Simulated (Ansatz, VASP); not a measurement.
# KTaO3: VASP beside Ansatz

Aim: how closely do two programs agree when they are given the same cell, functional and k mesh? Of the first pair: The structure shown is the end of the Ansatz relaxation below.

Program: Ansatz 0.2.0. Level of theory: plane waves, with VASP 6.6.1 beside it; single point at PBEsol and relaxation of cell and atoms at PBEsol. Results are calculated unless marked as measured.

**1. Starting point**

The structure is cubic, space group Pm-3m (No. 221). Conventional cell: a = 3.984 Å, b = 3.984 Å, c = 3.984 Å, α = 90.00°, β = 90.00°, γ = 90.00°. Nearest to Ta lie 6 O at 1.99 Å. Nearest to K lie 12 O at 2.82 Å. O has 2 Ta at 1.99 Å and 4 K at 2.82 Å nearest. Farther neighbours and most contacts between anions are not listed.

**2. Ansatz: relaxation, PBEsol**

Ansatz runs on its PAW soft_1 files.

This run makes the geometry at which the two programs are then compared.

Contents of input.yaml:

```yaml
crystal:
  lattice:
    - [3.984184, 0.0, 0.0]
    - [0.0, 3.984184, 0.0]
    - [0.0, 0.0, 3.984184]
  atoms:
    - { symbol: Ta, position: [0.5, 0.5, 0.5] }
    - { symbol: K, position: [0.0, 0.0, 0.0] }
    - { symbol: O, position: [0.5, 0.5, 0.0] }
    - { symbol: O, position: [0.5, 0.0, 0.5] }
    - { symbol: O, position: [0.0, 0.5, 0.5] }
kpoints:
  mp_grid: { grid: [7, 7, 7] }
scf:
  occupations: { method: fermi_dirac, width: 0.02 }
hamiltonian:
  xc: pbesol
  pseudopotentials: { kind: paw, azcp: { folder: soft_1 }, xc_functional: pbe }
basis:
  ecutwfc: 600
output:
  forces: true
  stress: true
relax:
  f_tol: 0.005
  max_steps: 70
  cell: { stress_tol: 0.02, p_target: 0, fix: [c, alpha, beta, gamma] }
```

The run is started by

```
$ ansatz run input.yaml --threads 4 --pin off --max-ram 10240MiB --backend cpu --events-out ev --progress --plain --runs-dir out
```

Numbers of over 12 decimals in the logs are rounded to 6 here.

Output:

```text
Warning: crystal.symmetry: narrowed to the stabiliser of the fixed cell quantities (relax.cell.fix) — unitary ops 48 → 16. The narrowing is safe, since a smaller group never makes results wrong: the run goes on under it, on as many k-points as the starting group would need, or more. Excluded: 32 operations that would move a fixed cell quantity at a test strain (relax.cell.fix fixes c, alpha, beta, gamma). The cell can leave their symmetry as it relaxes.
Engine: ansatz 0.2.0, x86_64-unknown-linux-gnu
Pseudopotentials: kind: paw
Pseudopotential: Ta, paw, valence charge 13, recommended cutoff 420 eV (normal), soft_1/Ta.paw.azcp
Pseudopotential: K, paw, valence charge 9, recommended cutoff 420 eV (normal), soft_1/K.paw.azcp
Pseudopotential: O, paw, valence charge 6, recommended cutoff 420 eV (normal), soft_1/O.paw.azcp
Functional definition: PBEsol
  exchange = pbesol_x
  correlation = pbesol_c
Crystal: 5 atoms, lattice volume = 63.244 Å³
Basis set: ecut = 600 eV, 2103 PW (Γ), exchange–correlation on 64×64×64 points (8 copies of the dense FFT grid, shifted against one another)
Bands: 25, of which v1, the nominal top of the filled ones, is band 20 counted from 1 (19 counted from 0)
Symmetry: 16 space group operations
k-points: 40 of 343
Non-local potential: Ta, projectors of the file, l = 0: 3, l = 1: 2, l = 2: 2, l = 3: 1
Non-local potential: K, projectors of the file, l = 0: 3, l = 1: 2, l = 2: 2
Non-local potential: O, projectors of the file, l = 0: 2, l = 1: 2, l = 2: 1
PAW form: soft (Blöchl's): semilocal exchange-correlation on the pseudo side does not see the compensation charge
PAW frozen core: Ta, regenerated for the run's functional, and the local potential with it (the file was generated under x = pbe(κ = 0.804, μ = 0.219515), c = pbe(β = 0.066725))
PAW frozen core: K, regenerated for the run's functional, and the local potential with it (the file was generated under x = pbe(κ = 0.804, μ = 0.219515), c = pbe(β = 0.066725))
PAW frozen core: O, regenerated for the run's functional, and the local potential with it (the file was generated under x = pbe(κ = 0.804, μ = 0.219515), c = pbe(β = 0.066725))
PAW one-centre angular grid: Ta, 590 points (default); XC on 64 Gauss nodes
PAW one-centre angular grid: K, 110 points (default); XC on 64 Gauss nodes
PAW one-centre angular grid: O, 110 points (default); XC on 64 Gauss nodes
Initial density: superposition of atomic densities (chi_scale 0.1, normalization cell, long waves kept (reshape's long-wave potential 0.00 eV rms))
Initial wavefunctions: pseudopotential atomic-orbital guess
Functional: x = pbesol(κ = 0.804, μ = 0.123457), c = pbesol(β = 0.046)
SCF iter   1: F=—  HF=-13012.492726 eV  |F-HF|=—  |Δ(HF+E_count)|=         —  Δρ=5.50e-2  dr2=1.71e0  ethr=3.10e-3  ⟨swp⟩=6.5  Hψ=5062  notcnv=0
preconditioner: auto → Resta (q_TF=auto, 2.528 Å⁻¹)  ε∞=4.5  [insulator: Δε(μ)=2.531 eV  Ē_g=13.690 eV  σ=0.020 eV  W_gap=1.00  n_scr=18 (ndim 8)  ℏωp=25.6 eV  f_vac=0.000  D(μ)=0.00/eV (n_scr^D=0)  ε∞_Penn≈4.5]
SCF iter   2: F=—  HF=-13012.144567 eV  |F-HF|=—  |Δ(HF+E_count)|=   3.48e-1  Δρ=2.88e-2  dr2=4.81e-1  ethr=3.10e-3  ⟨swp⟩=2.1  Hψ=1936  notcnv=0  defer=40
SCF iter   3: F=—  HF=-13012.041978 eV  |F-HF|=—  |Δ(HF+E_count)|=   1.03e-1  Δρ=5.57e-3  dr2=1.66e-2  ethr=1.20e-3  ⟨swp⟩=2.7  Hψ=1788  notcnv=0  defer=40
SCF iter   4: F=—  HF=-13012.044530 eV  |F-HF|=—  |Δ(HF+E_count)|=   2.55e-3  Δρ=4.65e-3  dr2=1.15e-2  ethr=4.15e-5  ⟨swp⟩=2.8  Hψ=1814  notcnv=0  defer=40
SCF iter   5: F=—  HF=-13012.042077 eV  |F-HF|=—  |Δ(HF+E_count)|=   2.45e-3  Δρ=7.75e-4  dr2=2.32e-4  ethr=2.86e-5  ⟨swp⟩=2.0  Hψ=1702  notcnv=0  defer=40
SCF iter   6: F=—  HF=-13012.042204 eV  |F-HF|=—  |Δ(HF+E_count)|=   1.27e-4  Δρ=1.07e-4  dr2=5.18e-6  ethr=5.81e-7  ⟨swp⟩=2.0  Hψ=1598  notcnv=0  defer=40
SCF iter   7: F=—  HF=-13012.042334 eV  |F-HF|=—  |Δ(HF+E_count)|=   1.30e-4  Δρ=1.91e-5  dr2=1.51e-7  ethr=1.29e-8  ⟨swp⟩=2.4  Hψ=1647  notcnv=0  defer=38
SCF iter   8: F=-13012.042334 eV  HF=-13012.042334 eV  |F-HF|=1.62e-8  |Δ(HF+E_count)|=   3.53e-7  Δρ=7.93e-6  dr2=3.15e-8  ethr=2.50e-10  ⟨swp⟩=4.4  Hψ=3388  notcnv=0
SCF 1 converged in 8 iterations: F = -13012.042334 eV  dr2 = 3.15e-8
  greatest PAW one-centre occupation: 0.999 electrons in one spin orbital (limit 2), on the Ta atom at site 0 (counted from 0), in its partial waves of l = 0
relax step   1: F+E_penalty+E_count = -13012.04233388 eV  Δ(F+E_penalty+E_count) = +0.000e0 eV  max|allowed force component| = 3.794e-29 eV/Å  Δτ_max = 0.0000 Å  P = -0.001 GPa  Ω = 63.244 Å³  fix = [c, alpha, beta, gamma]  reactions: c -0.001 GPa  (8 SCF iters, dr2 threshold 1.00e-7 eV, accepted)
Initial density: handed on by an earlier stage of this run
Initial wavefunctions: pseudopotential atomic-orbital guess (no wavefunctions were taken with the density)
iter 1 solved again at ethr=2.64e-9 eV; its pass at ethr=3.10e-3 eV (dr2=1.06e-6 eV) is discarded
SCF iter   1: F=—  HF=-13012.042206 eV  |F-HF|=—  |Δ(HF+E_count)|=         —  Δρ=9.62e-6  dr2=3.50e-8  ethr=2.64e-9  ⟨swp⟩=3.6  Hψ=8101  notcnv=0
preconditioner: auto → Resta (q_TF=auto, 2.528 Å⁻¹)  ε∞=4.8  [insulator: Δε(μ)=2.206 eV  Ē_g=13.193 eV  σ=0.020 eV  W_gap=1.00  n_scr=18 (ndim 8)  ℏωp=25.6 eV  f_vac=0.011  D(μ)=0.00/eV (n_scr^D=0)  ε∞_Penn≈4.8]
SCF iter   2: F=—  HF=-13012.042334 eV  |F-HF|=—  |Δ(HF+E_count)|=   1.27e-4  Δρ=3.28e-6  dr2=4.52e-9  ethr=8.76e-11  ⟨swp⟩=3.0  Hψ=1859  notcnv=0
SCF iter   3: F=—  HF=-13012.042334 eV  |F-HF|=—  |Δ(HF+E_count)|=   1.38e-9  Δρ=1.82e-6  dr2=1.45e-9  ethr=1.13e-11  ⟨swp⟩=2.0  Hψ=1270  notcnv=0
SCF iter   4: F=—  HF=-13012.042334 eV  |F-HF|=—  |Δ(HF+E_count)|=   2.43e-9  Δρ=1.12e-6  dr2=1.97e-10  ethr=3.63e-12  ⟨swp⟩=2.0  Hψ=1543  notcnv=0
SCF iter   5: F=—  HF=-13012.042334 eV  |F-HF|=—  |Δ(HF+E_count)|=  7.09e-11  Δρ=6.26e-7  dr2=3.96e-11  ethr=1.00e-12  ⟨swp⟩=1.4  Hψ=1048  notcnv=0
SCF iter   6: F=-13012.042334 eV  HF=-13012.042334 eV  |F-HF|=5.46e-12  |Δ(HF+E_count)|=  4.91e-11  Δρ=8.42e-8  dr2=1.32e-12  ethr=1.00e-12  ⟨swp⟩=5.6  Hψ=4204  notcnv=0
SCF 2 converged in 6 iterations: F = -13012.042334 eV  dr2 = 1.32e-12
relax step   2: F+E_penalty+E_count = -13012.04233390 eV  Δ(F+E_penalty+E_count) = -1.894e-8 eV  max|allowed force component| = 3.850e-29 eV/Å  Δτ_max = 0.0000 Å  P = -0.001 GPa  Ω = 63.244 Å³  fix = [c, alpha, beta, gamma]  reactions: c -0.001 GPa  stress off target by 1.25e-3 GPa on what of the cell is left free  SCF on the basis re-selected at this cell (its energy is not comparable with the rows above)  (6 SCF iters)
basis re-selected at this cell: Δ(F+E_penalty+E_count) = -1.894e-8 eV, ΔP = -0.000 GPa vs the last step (what re-selecting the basis moved, of the pressure what is left beyond the Pulay correction that the steps carried, after the strain that the cell walked since its last selection, with what the two solves' SCF thresholds leave and, on support functions, any second-order correction that the steps lacked; it is no m [...]
SCF converged after 6 iterations
Free energy (F): -13012.042334 eV
Harris-Foulkes:  -13012.042334 eV  (|F-HF|=5.46e-12)
Internal energy: -13012.042334 eV  (E = F + TS)
E sigma→0 (E₀):  -13012.042334 eV
Fermi energy:    9.686091 eV
--- Per-component energies (eV) ---
  E_band       = -256.666255
  E_kinetic    = 1147.621071
  E_local      = -2209.197199  (includes V_loc(G=0)·N_el)
  E_nonlocal   = 165.165827
  E_hartree    = 787.041227
  E_xc         = -664.137756
  E_vxc        = -669.228540  (∫ρ·V_xc dr)
  E_paw        = -9414.711527  (= ΣΔE_a)
  E_vpaw       = -265.110469  (= ΣTr[D̂ρ^β])
  E_aug_tail   = 0.000625  (compensation charges beyond the density's cutoff)
  E_ewald      = -2824.252063
  E_core_change = 0.427462  (= ΣΔE_core)
  E_smearing   = -0.000000  (= −TS)
  E_closure    = -0.000000  (closes the sum)
  Σ components = -13012.042334   (vs F -13012.042334, Δ=0.00e0)
--- Forces (eV/Å), atoms counted from 1 ---
  atom   1  Ta     0.00000000     0.00000000     0.00000000
  atom   2  K     -0.00000000     0.00000000     0.00000000
  atom   3  O     -0.00000000    -0.00000000     0.00000000
  atom   4  O      0.00000000     0.00000000     0.00000000
  atom   5  O      0.00000000     0.00000000     0.00000000
  max |Σ_I F_I| component: 6.00e-29 eV/Å
--- Stress (GPa, compression-positive) ---
       -0.001245       0.000000       0.000000
        0.000000      -0.001245       0.000000
        0.000000       0.000000      -0.001248
  P = ⅓ Tr σ = -0.0012 GPa (-0.012 kbar)
--- Relaxed structure (1 steps of the walk, 1 accepted, 1 SCFs on fresh bases) ---
  F+E_penalty+E_count = -13012.04233390 eV   max|allowed force component| = 3.850e-29 eV/Å   (the final SCF, on the basis selected at the relaxed cell)
  cell:  # Å, volume = 63.2438 Å³
    - [3.984184, 0.0, 0.0]
    - [0.0, 3.984184, 0.0]
    - [0.0, 0.0, 3.984184]
  atoms:
    - { symbol: Ta, position: [0.5, 0.5, 0.5] }
    - { symbol: K, position: [0.0, 0.0, 0.0] }
    - { symbol: O, position: [0.5, 0.5, 0.0] }
    - { symbol: O, position: [0.5, 0.0, 0.5] }
    - { symbol: O, position: [0.0, 0.5, 0.5] }
```

**3. VASP: single point, PBEsol, pair 1**

The same cell, functional, mesh and smearing now go to VASP, with its own data sets.

Lines of VASP's logs that name or quote its potential files are left out, and so is its time.

Contents of INCAR:

```
SYSTEM = KTaO3
PREC = Accurate
ENCUT = 600
EDIFF = 1E-06
NELM = 120
ISMEAR = -1
SIGMA = 0.02
LREAL = .FALSE.
ALGO = Normal
GGA = PS
NBANDS = 25
LASPH = .TRUE.
LORBIT = 11
LWAVE = .FALSE.
LCHARG = .FALSE.
ISIF = 2
GGA_COMPAT = .FALSE.
EFERMI = MIDGAP
KPAR = 2
```

Contents of POSCAR:

```
KTaO3
1.0
    3.9841840000      0.0000000000      0.0000000000
    0.0000000000      3.9841840000      0.0000000000
    0.0000000000      0.0000000000      3.9841840000
Ta K O
1 1 3
Direct
    0.5000000000      0.5000000000      0.5000000000
    0.0000000000      0.0000000000      0.0000000000
    0.5000000000      0.5000000000      0.0000000000
    0.5000000000      0.0000000000      0.5000000000
    0.0000000000      0.5000000000      0.5000000000
```

Contents of KPOINTS:

```
Automatic mesh
0
Gamma
7 7 7
0 0 0
```

The projector-augmented-wave data sets are Ta_pv, K_sv and O (PBE family, release 64).

The run is started by

```
$ mpirun -np 2 vasp_std
```

Output:

```text
[banner, memory and clock lines left out]
running    2 mpi-ranks, on    1 nodes
 distrk:  each k-point on    1 cores,    2 groups
 distr:  one band on    1 cores,    1 groups

 POSCAR found type information on POSCAR TaK O
 POSCAR found :  3 types and       5 ions
|                                                                             |
|               ----> ADVICE to this user running VASP <----                  |
|                                                                             |
|     You enforced a specific xc type in the INCAR file but a different       |
|     [... a line on the potential file left out ...]
|     I HOPE YOU KNOW WHAT YOU ARE DOING!                                     |
|                                                                             |

 LDA part: xc-table for (Slater+PW92), standard interpolation
 POSCAR, INCAR and KPOINTS ok, starting setup
 FFT: planning ... GRIDC
 FFT: planning ... GRID_SOFT
 FFT: planning ... GRID
 WAVECAR not read
 entering main loop
       N       E                     dE             d eps       ncg     rms          rms(c)
DAV:   1     0.359788755646E+03    0.35979E+03   -0.23219E+04  1000   0.174E+03
DAV:   2    -0.301258432811E+02   -0.38991E+03   -0.37828E+03  1193   0.453E+02
DAV:   3    -0.502079577965E+02   -0.20082E+02   -0.20013E+02  1292   0.100E+02
DAV:   4    -0.507229575530E+02   -0.51500E+00   -0.51456E+00  1735   0.134E+01
DAV:   5    -0.507247437374E+02   -0.17862E-02   -0.17860E-02  1300   0.838E-01    0.340E+01
DAV:   6    -0.431747567706E+02    0.75500E+01   -0.35656E+01  1335   0.408E+01    0.137E+01
DAV:   7    -0.430082549411E+02    0.16650E+00   -0.20996E+00  1252   0.921E+00    0.920E+00
DAV:   8    -0.429411566418E+02    0.67098E-01   -0.38728E-01  1352   0.526E+00    0.221E+00
DAV:   9    -0.429284742549E+02    0.12682E-01   -0.31859E-02  1260   0.139E+00    0.290E-01
DAV:  10    -0.429273188864E+02    0.11554E-02   -0.10449E-02  1422   0.695E-01    0.577E-02
DAV:  11    -0.429273199136E+02   -0.10272E-05   -0.65621E-04  1318   0.172E-01    0.266E-02
DAV:  12    -0.429273397111E+02   -0.19797E-04   -0.39801E-05  1471   0.529E-02    0.622E-03
DAV:  13    -0.429273389160E+02    0.79505E-06   -0.43604E-06  1255   0.178E-02
   1 F= -.42927339E+02 E0= -.42927339E+02  d E =0.000000E+00
```

From OUTCAR (step 3):

```text
ion  position               nearest neighbor table
   1  0.500  0.500  0.500-   3 1.99   4 1.99   5 1.99   3 1.99   4 1.99   5 1.99   2 3.45   2 3.45
                             2 3.45   2 3.45   2 3.45   2 3.45   2 3.45   2 3.45
   2  0.000  0.000  0.000-   3 2.82   4 2.82   5 2.82   4 2.82   5 2.82   3 2.82   5 2.82   5 2.82
                             3 2.82   4 2.82   4 2.82   3 2.82   1 3.45   1 3.45   1 3.45   1 3.45
   3  0.500  0.500  0.000-   1 1.99   1 1.99   2 2.82   2 2.82   2 2.82   2 2.82
   4  0.500  0.000  0.500-   1 1.99   1 1.99   2 2.82   2 2.82   2 2.82   2 2.82
   5  0.000  0.500  0.500-   1 1.99   1 1.99   2 2.82   2 2.82   2 2.82   2 2.82

  LATTYP: Found a simple cubic cell.
 ALAT       =     3.9841840000

 Subroutine GETGRP returns: Found 48 space group operations
 (whereof 48 operations were pure point group operations)

The static configuration has the point symmetry O_h .

 Found     20 irreducible k-points:

   k-points           NKPTS =     20   k-points in BZ     NKDIM =     20   number of bands    NBANDS=     25

   dimension x,y,z NGX =    32 NGY =   32 NGZ =   32
   dimension x,y,z NGXF=    64 NGYF=   64 NGZF=   64

   ENCUT  =  600.0 eV  44.10 Ry    6.64 a.u.   7.96  7.96  7.96*2*pi/ulx,y,z

   NELECT =      38.0000    total number of electrons

 k-points in reciprocal lattice and weights: Automatic mesh
   0.00000000  0.00000000  0.00000000       0.003
   0.14285714  0.00000000  0.00000000       0.017
   0.28571429  0.00000000  0.00000000       0.017
   0.42857143  0.00000000  0.00000000       0.017
   0.14285714  0.14285714  0.00000000       0.035
   0.28571429  0.14285714  0.00000000       0.070
   0.42857143  0.14285714  0.00000000       0.070
   0.28571429  0.28571429  0.00000000       0.035
   0.42857143  0.28571429  0.00000000       0.070
[...]
0.42857143  0.42857143  0.28571429       0.070
   0.42857143  0.42857143  0.42857143       0.023

 average (electrostatic) potential at core
       1 -40.4366       2 -32.5165       3 -71.8494       4 -71.8494       5 -71.8494

 E-fermi :   2.6983

 k-point     1 :       0.0000    0.0000    0.0000
  band No.  band energies     occupation
    ...
     15       0.6029      2.00000
     16       0.6029      2.00000
     17       1.0604      2.00000
     18       1.0604      2.00000
     19       1.0604      2.00000
     20       3.7745      0.00000
     21       3.7745      0.00000
     22       3.7745      0.00000
     23       8.1512      0.00000
     24       8.4701      0.00000
    ...

 k-point     2 :       0.1429    0.0000    0.0000
  band No.  band energies     occupation
    ...
     15       0.2889      2.00000
     16       0.5014      2.00000
     17       0.5066      2.00000
     18       0.9615      2.00000
     19       0.9615      2.00000
     20       3.8043      0.00000
     21       4.4048      0.00000
     22       4.4048      0.00000
     23       8.4813      0.00000
     24       8.4897      0.00000
    ...

 k-point     3 :       0.2857    0.0000    0.0000
  band No.  band energies     occupation
    ...
     15      -0.2789      2.00000
     16      -0.1489      2.00000
     17       0.3023      2.00000
     18       0.8789      2.00000
     19       0.8789      2.00000
     20       3.8730      0.00000
     21       5.6122      0.00000
     22       5.6122      0.00000
     23       8.4992      0.00000
     24       9.2353      0.00000
    ...

  Total        0.3100637      0.3100637      0.3100637     -0.0000000      0.0000000     -0.0000000
  in kB        7.8549492      7.8549492      7.8549492     -0.0000000      0.0000000     -0.0000000
  external PRESSURE =       7.8549492 kB  Pullay stress =       0.0000000 kB

  energy-cutoff  :      600.00
  volume of cell :       63.24
      direct lattice vectors                 reciprocal lattice vectors
     3.984184000  0.000000000  0.000000000     0.250992424  0.000000000  0.000000000
     0.000000000  3.984184000  0.000000000     0.000000000  0.250992424  0.000000000
     0.000000000  0.000000000  3.984184000     0.000000000  0.000000000  0.250992424

 POSITION                                       TOTAL-FORCE (eV/Angst)
 -----------------------------------------------------------------------------------
      1.99209      1.99209      1.99209         0.000000      0.000000      0.000000
      0.00000      0.00000      0.00000         0.000000      0.000000      0.000000
      1.99209      1.99209      0.00000         0.000000      0.000000      0.000000
      1.99209      0.00000      1.99209         0.000000      0.000000      0.000000
      0.00000      1.99209      1.99209         0.000000      0.000000      0.000000
 -----------------------------------------------------------------------------------
    total drift:                                0.000000     -0.000000     -0.000000

  FREE ENERGIE OF THE ION-ELECTRON SYSTEM (eV)
  ---------------------------------------------------
  free  energy   TOTEN  =       -42.9273389160 eV

  energy  without entropy=      -42.9273389160  energy(sigma->0) =      -42.92733892

 total charge
# of ion       s       p       d       tot
------------------------------------------
    1        0.350   6.363   2.077   8.789
    2        1.960   5.588   0.050   7.598
    3        1.554   3.504   0.000   5.059
    4        1.554   3.504   0.000   5.059
    5        1.554   3.504   0.000   5.059
--------------------------------------------------
tot          6.973  22.464   2.127  31.563

[... 3 further parts left out ...]
```

The gap is read on the k-mesh alone, so it is an upper bound where the band edges lie off the mesh. The PAW data sets were made with PBE, which is usual practice but a small mismatch for other functionals.

**4. Side by side**

Known differences besides the potentials themselves: the data sets hold 40 valence electrons in Ansatz (on its PAW soft_1 files) and 38 in VASP; Ansatz makes its cores anew for this functional, VASP keeps those of its PBE data sets; Ansatz's pressure holds a Pulay correction, VASP's none. Total energies have different zeros and are not compared.

The two programs side by side:

| quantity | Ansatz | VASP | difference |
| --- | --- | --- | --- |
| pressure (GPa) | 0.00 | 0.79 | -0.79 |
| gap on the k mesh (eV) | 2.206 | 2.152 | +0.053 |

A gap on the mesh is an upper bound, since the band edges may lie between its points; neither run holds spin-orbit coupling, which can move the band edges of a compound of Ta.

[end of part 1 of 2]

[Lines on the potential files, build, host, timing and source positions are cut from VASP's logs without a mark.]

[Logs are printed without paths, hosts, clocks, repeated set-up lines and the standing remarks that a program may print on its own settings, such as how far it seeks lower states.]

[Hosts, paths, dates, database ids (printed as entryN), source tags and the programs' standing remarks are cut or masked in the printed files.]
